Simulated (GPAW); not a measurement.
Runs of GPAW 26.7.0 on CuO (Tenorite). The structure is monoclinic, space group Cc (No. 9). The conventional cell has a = 4.689 Å, b = 3.427 Å, c = 5.132 Å, α = 90.00°, β = 99.65°, γ = 90.00°. Cu (site symmetry 1) is surrounded by 4 O at 1.91 to 2.02 Å. Around O (site symmetry 1) lie 4 Cu at 1.91 to 2.02 Å. 

```tsv
task	level	potentials or basis	k mesh	cutoff (eV)	maxiter	band path	band points	convergence	ranks	mesh quality	gap on the mesh (eV)	pressure (GPa)	V0 of scaled cells (Å³/atom)	B0 (GPa)	largest force (eV/Å)
band structure	PBEsol	PAW data sets generated in the run's folder for this functional, pw	6 × 6 × 4	800	150	GYFLI,I1ZF1,YX1,XGN,MG	60	-	-	coarse	-	-0.1	-	-	0.79
single point	r2SCAN	GPAW PAW data sets (gpaw-data 1.2.1), pw	8 × 8 × 4	600	120	-	-	default	-	not flagged	none	-3.0	-	-	0.78
equation of state	LDA	the program's PAW data sets (release 1.2.1) made for this functional, pw	6 × 6 × 4	800	150	-	-	-	4	coarse	-	-	(a)	205	-
equation of state	PBEsol	PAW data sets generated in the run's folder for this functional, pw	10 × 10 × 5	800	150	-	-	-	4	not flagged	-	-	10.20	183	-
single point	PBEsol	PAW data sets generated in the run's folder for this functional, pw	10 × 10 × 5	800	150	-	-	-	-	not flagged	none	-0.1	-	-	0.80
band structure	LDA	the program's PAW data sets (release 1.2.1) made for this functional, pw	6 × 6 × 4	800	150	GYFLI,I1ZF1,YX1,XGN,MG	60	-	-	coarse	-	(b)	-	-	0.79
```

Alike in all rows: no spin polarisation; cell as given; smearing fermi-dirac 0.05 eV.

Problem. Fill in the values left out.

Solution. (a) 9.78; (b) -8.0.

Caveats: some runs use coarse meshes; with this Cu data set, volumes or pressures lay over 1.5 % or 2 GPa off other programs in two to four cells of ten; the run has no spin polarisation, though such a crystal can be magnetic; semilocal functionals often make such compounds metallic where correlation or magnetic order opens a gap, which also shifts bond lengths (some runs); the cell was scaled at fixed shape and fractional positions, which overstates the stiffness of a crystal with free parameters, most of all of layers and chains (some runs); the cutoff is short for stress and forces, so pressures can be off by a GPa or more (some runs); the PAW data sets were made with another functional, which shifts forces and pressure a little (some runs).

A k mesh can miss the band edges.

A gap of «none» marks a metal or a gap under the smearing width.

Not every run made on this cell is shown here.
